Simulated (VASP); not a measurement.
# Quasiparticle energies of AlP in VASP, part 2 of 8

How does the gap of AlP change from the starting functional to GW? The cell is of the zinc-blende type, one of the forms listed for this formula. The start is a cell from a database of measured crystal structures.

VASP 6.6.1, plane waves and PAW; the level of theory is named at each step.

So far, gap on the k-mesh (eV): step 2 (empty bands, functional PBE) 1.57.

The database entry behind the starting cell differs from later determinations by our own check (0.1 to 0.3 % short, probably kX units), so it need not match the best structure at ambient conditions.

## (3) evGW0

This step: evGW0 on PBE; plane waves and PAW (P_GW, Al_GW) (VASP 6.6.1).

The lowest NBANDSGW levels in G are updated for four passes while W stays fixed, so the result depends less on the starting levels.

INCAR

```
SYSTEM = AlP
PREC = Accurate
ENCUT = 300
ISMEAR = 0
SIGMA = 0.01
LREAL = .FALSE.
GGA = PE
NBANDS = 264
ALGO = EVGW0
NELMGW = 4
ENCUTGW = 200
NOMEGA = 64
PRECFOCK = Fast
NBANDSGW = 16
LWAVE = .FALSE.
LCHARG = .FALSE.
```

POSCAR

```
AlP
1.0
    0.0000000000      2.7255000000      2.7255000000
    2.7255000000      0.0000000000      2.7255000000
    2.7255000000      2.7255000000      0.0000000000
P Al
1 1
Direct
    0.7500000000      0.7500000000      0.7500000000
    0.0000000000      0.0000000000      0.0000000000
```

KPOINTS

```
Automatic mesh
0
Gamma
6 6 6
0 0 0
```

Potentials, in the order of the species: P_GW and Al_GW (PBE family, release 64).

Launch:

```bash
$ mpirun -np 8 vasp_std
```

Log:

```text
[banner, memory and clock lines left out]
running    8 mpi-ranks, on    1 nodes
 distrk:  each k-point on    8 cores,    1 groups
 distr:  one band on    1 cores,    8 groups

 POSCAR found type information on POSCAR P Al
 POSCAR found :  2 types and       2 ions
 [... a notice as in an earlier step ...]

|                                                                             |
|           W    W    AA    RRRRR   N    N  II  N    N   GGGG   !!!           |
|           W    W   A  A   R    R  NN   N  II  NN   N  G    G  !!!           |
|           W    W  A    A  R    R  N N  N  II  N N  N  G       !!!           |
|           W WW W  AAAAAA  RRRRR   N  N N  II  N  N N  G  GGG   !            |
|           WW  WW  A    A  R   R   N   NN  II  N   NN  G    G                |
|           W    W  A    A  R    R  N    N  II  N    N   GGGG   !!!           |
|                                                                             |
|     The default for ENCUTGWSOFT is different in this version of VASP.       |
|     please manually set ENCUTGWSOFT =200 in the INCAR file.                 |
|                                                                             |

 LDA part: xc-table for (Slater+PW92), standard interpolation
 found WAVECAR, reading the header
 POSCAR, INCAR and KPOINTS ok, starting setup
 FFT: planning ... GRIDC
 FFT: planning ... GRID_SOFT
 FFT: planning ... GRID
 reading WAVECAR
 the WAVECAR file was read successfully
 initial charge from wavefunction
 available memory per node:     95.00 GB, setting MAXMEM to     97283

 The Fermi energy was updated, please check that it is located mid-gap
 values below the HOMO (VB) or above the LUMO (CB) will cause erroneous energies
 E-fermi :   4.6956

 calculate exact exchange contribution
 the WAVEDER file was read successfully
energies w=
    0.000    0.000    0.451    0.000    0.901    0.000    1.349    0.000
    1.794    0.000    2.235    0.000    2.671    0.000    3.103    0.000
    3.529    0.000    3.949    0.000    4.363    0.000    4.771    0.000
    5.174    0.000    5.572    0.000    5.964    0.000    6.352    0.000
    6.736    0.000    7.116    0.000    7.494    0.000    7.870    0.000
    8.244    0.000    8.618    0.000    8.992    0.000    9.368    0.000
    9.746    0.000   10.126    0.000   10.512    0.000   10.903    0.000
   11.300    0.000   11.705    0.000   12.120    0.000   12.546    0.000
   12.985    0.000   13.439    0.000   13.909    0.000   14.399    0.000
   14.911    0.000   15.448    0.000   16.014    0.000   16.613    0.000
   17.250    0.000   17.930    0.000   18.660    0.000   19.447    0.000
   20.302    0.000   21.234    0.000   22.259    0.000   23.393    0.000
   24.655    0.000   26.074    0.000   27.682    0.000   29.522    0.000
   31.651    0.000   34.146    0.000   37.112    0.000   40.697    0.000
   45.117    0.000   50.701    0.000   57.974    0.000   67.826    0.000
   81.904    0.000  103.628    0.000  141.452    0.000  223.552    0.000
 responsefunction array rank=     280
 LDA part: xc-table for (Slater+PW92), standard interpolation

 min. memory requirement per mpi rank    279.4 MB, per node   2235.3 MB

 allocating   8 responsefunctions rank=   280
 shmem allocating  64 responsefunctions rank=   280
 response function shared by NCSHMEM nodes    1
 Doing            8  frequencies on each core in blocks of           64
NQ=   1    0.0000    0.0000    0.0000,
|.........|.........|.........|.........|.........|.........|.........|.........
 performed        584000 updates of chi_q(r,r)
 total number of BLAS operations        313.64 Gflops
NQ=   2    0.1667    0.0000    0.0000,
|.........|.........|.........|.........|.........|.........|.........|.........
 performed       1742000 updates of chi_q(r,r)
 total number of BLAS operations       1009.69 Gflops
NQ=   3    0.3333    0.0000    0.0000,
|.........|.........|.........|.........|.........|.........|.........|.........
 performed       2900000 updates of chi_q(r,r)
 total number of BLAS operations       1617.30 Gflops
NQ=   4    0.5000    0.0000    0.0000,
|.........|.........|.........|.........|.........|.........|.........|.........
 performed       3856000 updates of chi_q(r,r)
 total number of BLAS operations       2158.53 Gflops
NQ=   5    0.1667    0.1667    0.0000,
|.........|.........|.........|.........|.........|.........|.........|.........
 performed       5014000 updates of chi_q(r,r)
 total number of BLAS operations       2814.53 Gflops
NQ=   6    0.3333    0.1667    0.0000,
|.........|.........|.........|.........|.........|.........|.........|.........
 performed       6899000 updates of chi_q(r,r)
 total number of BLAS operations       3826.35 Gflops
NQ=   7    0.5000    0.1667    0.0000,
|.........|.........|.........|.........|.........|.........|.........|.........
 performed       8784000 updates of chi_q(r,r)
 total number of BLAS operations       4838.17 Gflops
NQ=   8   -0.3333    0.1667    0.0000,
|.........|.........|.........|.........|.........|.........|.........|.........
 performed      10669000 updates of chi_q(r,r)
 total number of BLAS operations       5842.19 Gflops
NQ=   9   -0.1667    0.1667    0.0000,
|.........|.........|.........|.........|.........|.........|.........|.........
 performed      12284000 updates of chi_q(r,r)
 total number of BLAS operations       6777.15 Gflops
NQ=  10    0.3333    0.3333    0.0000,
|.........|.........|.........|.........|.........|.........|.........|.........
 performed      13442000 updates of chi_q(r,r)
 total number of BLAS operations       7433.15 Gflops
NQ=  11    0.5000    0.3333    0.0000,
|.........|.........|.........|.........|.........|.........|.........|.........
 performed      15327000 updates of chi_q(r,r)
 total number of BLAS operations       8460.65 Gflops
NQ=  12   -0.3333    0.3333    0.0000,
|.........|.........|.........|.........|.........|.........|.........|.........
 performed      16942000 updates of chi_q(r,r)
 total number of BLAS operations       9307.43 Gflops
NQ=  13    0.5000    0.5000    0.0000,
|.........|.........|.........|.........|.........|.........|.........|.........
 performed      17779000 updates of chi_q(r,r)
 total number of BLAS operations       9739.89 Gflops
NQ=  14    0.5000    0.3333    0.1667,
|.........|.........|.........|.........|.........|.........|.........|.........
 performed      19917000 updates of chi_q(r,r)
 total number of BLAS operations      10896.60 Gflops
NQ=  15   -0.3333    0.3333    0.1667,
|.........|.........|.........|.........|.........|.........|.........|.........
 performed      21920000 updates of chi_q(r,r)
[...]
total number of BLAS operations      11963.60 Gflops
NQ=  16   -0.3333    0.5000    0.1667,
|.........|.........|.........|.........|.........|.........|.........|.........
 performed      23543000 updates of chi_q(r,r)
 total number of BLAS operations      12828.16 Gflops
 resolving degeneracies of screened two electron integrals

 calculate QP shifts <psi_nk| G(iteration)W_0 |psi_nk>: iteration 2
 allocating   8 responsefunctions rank=   280
 shmem allocating  64 responsefunctions rank=   280
 response function shared by NCSHMEM nodes    1
 Doing            8  frequencies on each core in blocks of           64
NQ=   1    0.0000    0.0000    0.0000,
|.........|.........|.........|.........|.........|.........|.........|.........
 performed        584000 updates of chi_q(r,r)
 total number of BLAS operations        313.64 Gflops
NQ=   2    0.1667    0.0000    0.0000,
|.........|.........|.........|.........|.........|.........|.........|.........
 performed       1742000 updates of chi_q(r,r)
 total number of BLAS operations       1009.69 Gflops
NQ=   3    0.3333    0.0000    0.0000,
|.........|.........|.........|.........|.........|.........|.........|.........
 performed       2900000 updates of chi_q(r,r)
 total number of BLAS operations       1617.30 Gflops
NQ=   4    0.5000    0.0000    0.0000,
|.........|.........|.........|.........|.........|.........|.........|.........
 performed       3856000 updates of chi_q(r,r)
 total number of BLAS operations       2158.53 Gflops
NQ=   5    0.1667    0.1667    0.0000,
|.........|.........|.........|.........|.........|.........|.........|.........
 performed       5014000 updates of chi_q(r,r)
 total number of BLAS operations       2814.53 Gflops
NQ=   6    0.3333    0.1667    0.0000,
|.........|.........|.........|.........|.........|.........|.........|.........
 performed       6899000 updates of chi_q(r,r)
 total number of BLAS operations       3826.35 Gflops
NQ=   7    0.5000    0.1667    0.0000,
|.........|.........|.........|.........|.........|.........|.........|.........
 performed       8784000 updates of chi_q(r,r)
 total number of BLAS operations       4838.17 Gflops
NQ=   8   -0.3333    0.1667    0.0000,
|.........|.........|.........|.........|.........|.........|.........|.........
 performed      10669000 updates of chi_q(r,r)
 total number of BLAS operations       5842.19 Gflops
NQ=   9   -0.1667    0.1667    0.0000,
|.........|.........|.........|.........|.........|.........|.........|.........
 performed      12284000 updates of chi_q(r,r)
 total number of BLAS operations       6777.15 Gflops
NQ=  10    0.3333    0.3333    0.0000,
|.........|.........|.........|.........|.........|.........|.........|.........
 performed      13442000 updates of chi_q(r,r)
 total number of BLAS operations       7433.15 Gflops
NQ=  11    0.5000    0.3333    0.0000,
|.........|.........|.........|.........|.........|.........|.........|.........
 performed      15327000 updates of chi_q(r,r)
 total number of BLAS operations       8460.65 Gflops
NQ=  12   -0.3333    0.3333    0.0000,
|.........|.........|.........|.........|.........|.........|.........|.........
 performed      16942000 updates of chi_q(r,r)
 total number of BLAS operations       9307.43 Gflops
NQ=  13    0.5000    0.5000    0.0000,
|.........|.........|.........|.........|.........|.........|.........|.........
 performed      17779000 updates of chi_q(r,r)
 total number of BLAS operations       9739.89 Gflops
NQ=  14    0.5000    0.3333    0.1667,
|.........|.........|.........|.........|.........|.........|.........|.........
 performed      19917000 updates of chi_q(r,r)
 total number of BLAS operations      10896.60 Gflops
NQ=  15   -0.3333    0.3333    0.1667,
|.........|.........|.........|.........|.........|.........|.........|.........
 performed      21920000 updates of chi_q(r,r)
 total number of BLAS operations      11963.60 Gflops
NQ=  16   -0.3333    0.5000    0.1667,
|.........|.........|.........|.........|.........|.........|.........|.........
 performed      23543000 updates of chi_q(r,r)
 total number of BLAS operations      12828.16 Gflops
 resolving degeneracies of screened two electron integrals

 calculate QP shifts <psi_nk| G(iteration)W_0 |psi_nk>: iteration 3
 allocating   8 responsefunctions rank=   280
 shmem allocating  64 responsefunctions rank=   280
 response function shared by NCSHMEM nodes    1
 Doing            8  frequencies on each core in blocks of           64
NQ=   1    0.0000    0.0000    0.0000,
|.........|.........|.........|.........|.........|.........|.........|.........
 performed        584000 updates of chi_q(r,r)
 total number of BLAS operations        313.64 Gflops
NQ=   2    0.1667    0.0000    0.0000,
|.........|.........|.........|.........|.........|.........|.........|.........
 performed       1742000 updates of chi_q(r,r)
 total number of BLAS operations       1009.69 Gflops
NQ=   3    0.3333    0.0000    0.0000,
|.........|.........|.........|.........|.........|.........|.........|.........
 performed       2900000 updates of chi_q(r,r)
 total number of BLAS operations       1617.30 Gflops
NQ=   4    0.5000    0.0000    0.0000,
|.........|.........|.........|.........|.........|.........|.........|.........
 performed       3856000 updates of chi_q(r,r)
 total number of BLAS operations       2158.53 Gflops
NQ=   5    0.1667    0.1667    0.0000,
|.........|.........|.........|.........|.........|.........|.........|.........
 performed       5014000 updates of chi_q(r,r)
 total number of BLAS operations       2814.53 Gflops
NQ=   6    0.3333    0.1667    0.0000,
|.........|.........|.........|.........|.........|.........|.........|.........
 performed       6899000 updates of chi_q(r,r)
 total number of BLAS operations       3826.35 Gflops
NQ=   7    0.5000    0.1667    0.0000,
|.........|.........|.........|.........|.........|.........|.........|.........
 performed       8784000 updates of chi_q(r,r)
 total number of BLAS operations       4838.17 Gflops
NQ=   8   -0.3333    0.1667    0.0000,
|.........|.........|.........|.........|.........|.........|.........|.........
 performed      10669000 updates of chi_q(r,r)
 total number of BLAS operations       5842.19 Gflops
NQ=   9   -0.1667    0.1667    0.0000,
|.........|.........|.........|.........|.........|.........|.........|.........
 performed      12284000 updates of chi_q(r,r)
 total number of BLAS operations       6777.15 Gflops
NQ=  10    0.3333    0.3333    0.0000,
|.........|.........|.........|.........|.........|.........|.........|.........
 performed      13442000 updates of chi_q(r,r)
 total number of BLAS operations       7433.15 Gflops
NQ=  11    0.5000    0.3333    0.0000,
|.........|.........|.........|.........|.........|.........|.........|.........
 performed      15327000 updates of chi_q(r,r)
 total number of BLAS operations       8460.65 Gflops
NQ=  12   -0.3333    0.3333    0.0000,
|.........|.........|.........|.........|.........|.........|.........|.........
 performed      16942000 updates of chi_q(r,r)
 total number of BLAS operations       9307.43 Gflops
NQ=  13    0.5000    0.5000    0.0000,
|.........|.........|.........|.........|.........|.........|.........|.........
 performed      17779000 updates of chi_q(r,r)
 total number of BLAS operations       9739.89 Gflops
NQ=  14    0.5000    0.3333    0.1667,
|.........|.........|.........|.........|.........|.........|.........|.........
 performed      19917000 updates of chi_q(r,r)
 total number of BLAS operations      10896.60 Gflops
NQ=  15   -0.3333    0.3333    0.1667,
|.........|.........|.........|.........|.........|.........|.........|.........
 performed      21920000 updates of chi_q(r,r)
 total number of BLAS operations      11963.60 Gflops
NQ=  16   -0.3333    0.5000    0.1667,
|.........|.........|.........|.........|.........|.........|.........|.........
 performed      23543000 updates of chi_q(r,r)
 total number of BLAS operations      12828.16 Gflops
 resolving degeneracies of screened two electron integrals

 calculate QP shifts <psi_nk| G(iteration)W_0 |psi_nk>: iteration 4
 entering main loop
```

Wall time 17 min (8 MPI ranks of AMD EPYC 7R43, shared host); peak memory 2.6 GiB.

(Continued in part 3 of 8.)

[Lines on the potential files, build, host, timing and source positions are cut from VASP's logs without a mark.]

[Logs are printed without paths, hosts, clocks, repeated set-up lines and the standing remarks that a program may print on its own settings, such as how far it seeks lower states.]

[Hosts, paths, dates, database ids (printed as entryN), source tags and the programs' standing remarks are cut or masked in the printed files.]

[Pressures printed for these runs are not shown converged in the cutoff: they can be off by several GPa and have the wrong sign.]

[In band tables of VASP the shares of atoms and orbitals are scaled to a sum of 1 inside the atoms' spheres.]
